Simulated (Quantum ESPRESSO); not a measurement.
GaP:

```
CELL_PARAMETERS angstrom
0.00000 2.72525 2.72525
2.72525 0.00000 2.72525
2.72525 2.72525 0.00000
ATOMIC_POSITIONS crystal
Ga 0.00000 0.00000 0.00000
P 0.75000 0.75000 0.75000
```

Base run:

| Quantity | Value |
| --- | --- |
| Program | Quantum ESPRESSO 7.5 |
| Functional | LDA |
| Potentials or basis | PseudoDojo 0.4.1 SR LDA standard |
| Cutoff | 1088 eV |
| Density cutoff | 4354 eV |
| k mesh | 10 × 10 × 10 |
| Occupations | fermi-dirac, width 0.05 eV |
| Spin | no spin polarisation |

Its results: band gap on the k mesh 1.46 eV, indirect (least direct gap 1.60 eV); pressure -2.9 GPa.

Q: The run is repeated on the same cell with these changes: k mesh from 10 × 10 × 10 to 2 × 2 × 2. What comes out?

A: Band gap on the k mesh 1.21 eV, indirect (least direct gap 1.49 eV); pressure 3.7 GPa.

Caveats: some runs use coarse meshes; on a mesh that holds Γ this program's dielectric tensor can be off by some percent beyond the error of the mesh (some runs); the cell is more than 3 GPa from zero pressure, which shifts response properties (some runs).

A k mesh can miss the band edges.
